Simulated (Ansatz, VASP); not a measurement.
One calculation of Ga, two programs

```xyz
1
Lattice="-1.4087 1.4087 2.2364 1.4087 -1.4087 2.2364 1.4087 1.4087 -2.2364" Properties=species:S:1:pos:R:3 pbc="T T T"
Ga    0.0000    0.0000    0.0000
```

This isn't the form of Ga at room conditions, which is orthorhombic.

Alike in both runs: task single point; functional PBEsol; k mesh 11 × 11 × 11; no spin polarisation.

|  | VASP | Ansatz |
| --- | --- | --- |
| version | VASP 6.6.1 | Ansatz 0.2.0 |
| potentials or method | VASP PAW PBE potentials, release 64 (Ga_d) | plane waves, PAW |
| plane-wave cutoff (eV) | 520 | 517 |
| occupations | methfessel-paxton of order 1, width 0.05 eV | cold, width 0.05 eV |
| valence electrons in the cell | 13 | 13 |

|  | VASP | Ansatz | Ansatz less VASP |
| --- | --- | --- | --- |
| pressure (GPa) | -0.3 | -0.3 | -0.07 |
| largest component of the traceless stress (GPa) | 1.45 | 1.54 | +0.091 |

Caveats: the PAW data sets were made with another functional, which shifts forces and pressure a little (VASP).
